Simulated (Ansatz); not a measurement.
The system is Bi2Se3 (Paraguanajuatite).

```
Bi Se
1.0
     2.07150    1.19598    9.54533
    -2.07150    1.19598    9.54533
     0.00000   -2.39196    9.54533
Bi Se
2 3
Direct
  0.59920 0.59920 0.59920
  0.40080 0.40080 0.40080
  0.78830 0.78830 0.78830
  0.21170 0.21170 0.21170
  0.00000 0.00000 0.00000
```

| Quantity | Value |
| --- | --- |
| Program | Ansatz 0.2.0 |
| Task | relaxation of cell and atoms |
| Functional | PBE |
| Potentials or basis | SPMS NC |
| Cutoff | 816 eV (not typed: the program's choice for these potentials) |
| k mesh | 8 × 8 × 8 |
| Occupations | fermi-dirac, width 0.05 eV |
| Spin | no spin polarisation |

At the start: volume 28.38 Å³/atom.

Where does the relaxation end?

It ends after 15 steps and the volume is 31.43 Å³/atom (+10.8 %); space group R-3m (No. 166, to 0.05 Å).

Step by step:
```
step  energy change (eV)  largest force (eV/Å)  volume (Å³)
   1              0.0000                0.1881       141.89
   2              0.0022                0.3915       154.10
   3             -0.0510                0.0554       149.18
   4             -0.0529                0.0177       149.55
   5             -0.0530                0.0060       150.31
   6             -0.0687                0.0058       150.31
   7             -0.0721                0.0033       152.22
   8             -0.0719                0.0021       154.16
   9             -0.0772                0.0021       154.16
  10             -0.0775                0.0033       155.29
  11             -0.0771                0.0052       156.07
  12             -0.0790                0.0052       156.07
  13             -0.0788                0.0055       156.76
  14             -0.0786                0.0055       157.17
  15             -0.0795                0.0055       157.17
```

Final structure:
```
Bi Se
1.0
     2.09769    1.21110   10.31064
    -2.09769    1.21110   10.31064
     0.00000   -2.42221   10.31064
Bi Se
2 3
Direct
  0.60368 0.60368 0.60368
  0.39632 0.39632 0.39632
  0.78019 0.78019 0.78019
  0.21981 0.21981 0.21981
  0.00000 0.00000 0.00000
```

Caveat: the plane-wave basis is chosen anew once the cell has moved, so the energies of steps on either side of that aren't comparable.
